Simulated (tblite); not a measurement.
## TiS2: one setting at a time in tblite

Simulated with tblite 0.8.0. This is a test of settings. The cell was built from a prototype and was relaxed with r2SCAN+rVV10 in plane waves (Ansatz 0.2.0). Not every such cell is a known phase. All runs are without spin polarisation.

It is trigonal, P-3m1 (No. 164); conventional cell a = 3.411 Å, c = 5.739 Å, 19.27 Å³ an atom. Ti has 6 S at 2.42 Å; S has 3 Ti at 2.42 Å.

The base run uses GFN2-xTB on a cluster of 54 atoms.

```python
import json
from ase import Atoms
from ase.build import make_supercell
from ase.units import Bohr, GPa, Hartree
from tblite.interface import Calculator

atoms = Atoms(['Ti', 'S', 'S'],
              cell=[[3.41060154, 0.0, 0.0], [-1.70530077, 2.95366757, 0.0], [0.0, 0.0, 5.73872021]],
              scaled_positions=[[0.0, 0.0, 0.0], [0.333333333, 0.666666667, 0.244912321], [0.666666667, 0.333333333, 0.755087679]],
              pbc=True)
cluster = make_supercell(atoms, [[3, 0, 0], [0, 3, 0], [0, 0, 2]])
calc = Calculator('GFN2-xTB', cluster.numbers, cluster.positions / Bohr, lattice=cluster.cell[:] / Bohr, periodic=cluster.pbc)
calc.set('temperature', 0.02 / Hartree)
calc.set('max-iter', 150)
res = calc.singlepoint()
levels = res.get('orbital-energies') * Hartree
nv = round(res.get('orbital-occupations').sum() / 2)
cells = len(cluster) // len(atoms)
out = {'energy_per_cell': res.get('energy') * Hartree / cells, 'homo': levels[nv - 1], 'lumo': levels[nv],
       'stress': (-res.get('virial') * Hartree / cluster.get_volume() / GPa).tolist(), 'charges': res.get('charges')[:len(atoms)].tolist(), 'electrons': 2 * nv / cells}
json.dump(out, open('results.json', 'w'))
for key, value in out.items():
    print(key, value)
```

Command: `python run.py`. It took 6.3 s on 1 thread of Arm Neoverse V1, on a shared host, peak memory 0.12 GiB.

It converged with a gap of 0.37 eV and a pressure of 3.84 GPa (positive in compression). xTB was fitted to molecules, so gaps, charges and pressures of solids can be far off.

Each further run moved one setting: accuracy (scale of the thresholds); mixer-damping (damping of the charge mixer); temperature (electronic temperature in eV); max-iter (limit on cycles); cluster (size of the cluster in conventional cells). Changes are from the base run, which isn't itself converged in every setting; energies of another Hamiltonian, functional, basis or charge aren't compared, and those at a high electronic temperature are mostly its entropy term.

```tsv
setting	how it ended	gap change (eV)	energy change (meV/atom)	pressure change (GPa)	time (s)
accuracy = 0.01	converged	0.00	0.0	0.00	6.8
mixer-damping = 0.1	converged	0.00	0.0	0.00	7.9
temperature = 0.001	converged	0.00	0.0	0.00	6.3
max-iter = 2 (poor on purpose)	not converged	–	–	–	5.5
cluster = 1x1x1 (poor on purpose)	converged	0.16	2671.3	25.12	1.1
cluster = 4x4x3	converged	0.00	-42.5	0.24	31
```

accuracy = 0.01 changes nothing that matters here. mixer-damping = 0.1 changes nothing that matters here. temperature = 0.001 changes nothing that matters here. With max-iter = 2 the cycle ended unconverged.

The end of the log, shortened, for max-iter = 2:

```
------------------------------------------------------------
  cycle        total energy    energy error   density error
------------------------------------------------------------
      1     -141.6882569940  -1.4226278E+02   6.3424178E-01
      2     -142.3663519220  -6.7809493E-01   5.3240426E-01
------------------------------------------------------------
 total:                                   4.752 sec
tblite.exceptions.TBLiteRuntimeError: SCF not converged in 2 cycles
```
